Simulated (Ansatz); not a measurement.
Start from BeO in the wurtzite structure (space group P6_3mc, No. 186; a = 2.712 Å, c = 4.405 Å).

(Cell as relaxed with PBE.)

Levels (all Ansatz, a program for electronic structure, PAW): PBE (420 eV, without spin-orbit coupling); r2SCAN (500 eV, without spin-orbit coupling).

Each level relaxes its own structure.

```tsv
base	PBE	r2SCAN
volume per atom	7.01 Å³	6.85 Å³
lattice parameter a	2.712 Å	2.690 Å
band gap	7.45 eV	8.55 eV
```

Now apply this change: holes 7.0×10^21 cm⁻³, on a uniform background at fixed cell.

| quantity | PBE | r2SCAN |
|---|---|---|
| gap between the host's bands | 7.65 eV | … |
| Fermi level relative to the doped band's edge (positive inside the band; to 0.05 eV) | +0.30 eV | … |
| shift of the gap caused by the change | +0.19 eV | … |
| gap character | direct at Γ | … |

**Question.** Given the PBE results, estimate those of r2SCAN.

**Answer.** 
- gap between the host's bands, r2SCAN: 8.74 eV
- Fermi level relative to the doped band's edge (positive inside the band; to 0.05 eV), r2SCAN: +0.30 eV
- shift of the gap caused by the change, r2SCAN: +0.18 eV
- gap character, r2SCAN: direct at Γ

PBE's gap between the host's bands lies 1.09 eV below r2SCAN's; the two agree on the Fermi level from band edge and gap character. Neither level is exact; r2SCAN is the comparison here, not a measurement.

Charged cell with a jellium background: band edges are those of the host's band count, energies are not comparable with the neutral cell, and many-body gap narrowing is missing. No phonon test of stability was made.
